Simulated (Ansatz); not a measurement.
## MoSe3: from a trial structure to a relaxed crystal

Theory: DFT PBE, scalar-relativistic, plane waves, PAW in Ansatz 0.2.0. Cutoff 420 eV, Γ-centred k mesh, Gaussian smearing, collinear spin, first started from parallel moments.

MoSe3 was placed on the Cu3Au (L1_2) structure type (Pm-3m, No. 221), with Mo in place of Au, Se in place of Cu, at a guessed volume.

```
Mo Se
1.0
     4.49782    0.00000    0.00000
     0.00000    4.49782    0.00000
     0.00000    0.00000    4.49782
Mo Se
1 3
Direct
  0.00000 0.00000 0.00000
  0.00000 0.50000 0.50000
  0.50000 0.00000 0.50000
  0.50000 0.50000 0.00000
```

Cell and atoms relax at zero pressure; the relaxation can't lower the symmetry of the start. After a coarse first stage the cell is made exact in the group found at 0.06 Å.

Energies over the elements count from the elements' standard structures at the same level, with no empirical corrections.

Question: Which crystal results?

Answer: It keeps Pm-3m (No. 221). The result has the Cu3Au (L1_2) structure. Conventional cell: a = 4.267 Å. Mo is coordinated by 12 Se at 3.02 Å; Se has 4 Mo at 3.02 Å and 8 Se at 3.02 Å.

```
Mo Se
1.0
     4.26750    0.00000    0.00000
     0.00000    4.26750    0.00000
     0.00000    0.00000    4.26750
Mo Se
1 3
Direct
  0.00000 0.00000 0.00000
  0.00000 0.50000 0.50000
  0.50000 0.00000 0.50000
  0.50000 0.50000 0.00000
```

Question: What are its volume, energy, gap and moment?

Answer: The volume per atom is 19.43 Å³, the density is 7.11 g/cm³ and the energy over the elements is 0.82 eV/atom. The gap on the 12×12×12 mesh is 0 eV (a metal) and the net moment per atom is 0.59 μB. The largest site moment is 2.29 μB.

The final run used a 12×12×12 mesh on its 4-atom cell and 0.10 eV smearing. For metals, differences of a few meV/atom aren't resolved. Symmetry constrained the relaxation, so the result can be a saddle point. The steps took of the order of 4 core-minutes in all.